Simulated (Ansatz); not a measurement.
SiNi: random displacements

Method: DFT PBEsol, scalar-relativistic, plane waves, PAW (Ansatz). Settings: plane waves to 420 eV, k-mesh 16×14×10 (Γ-centred), Gaussian smearing 0.15 eV. No spin polarisation. A magnetic state may lie lower. Energies are free energies at this smearing, counted from the undisturbed cell; pressure is positive in compression.

Reference structure (as given, not relaxed at this level; this form isn't the usual structure):

```
CELL_PARAMETERS angstrom
3.02662 0.00000 0.00000
0.00000 3.27350 0.00000
0.00000 0.00000 4.69776
ATOMIC_POSITIONS crystal
Si 0.50000 0.50000 0.84230
Si 0.00000 0.00000 0.15770
Ni 0.50000 0.50000 0.34422
Ni 0.00000 0.00000 0.65578
```

The atoms are displaced (Å, in the unstrained cell):

| atom | ux | uy | uz |
| --- | --- | --- | --- |
| Si1 | -0.052 | -0.047 | -0.223 |
| Si2 | 0.072 | 0.202 | 0.410 |
| Ni3 | -0.058 | -0.477 | -0.229 |
| Ni4 | 0.039 | 0.321 | 0.042 |

The cell is not strained.

Q: What are the energy change, the stress and the forces?

A: ΔE = 1471.4 meV/atom; stress (xx, yy, zz, yz, xz, xy; compression positive) (91.90, 39.75, 36.56, 20.67, 5.80, 28.42) GPa.
```tsv
atom	Fx (eV/Å)	Fy	Fz
Si1	1.16	3.18	2.72
Si2	-6.33	-10.75	-7.84
Ni3	6.73	11.08	2.58
Ni4	-1.55	-3.51	2.54
```

Cost: 1 run of about 1.8 core-minutes, on Arm Neoverse V2 (shared hosts).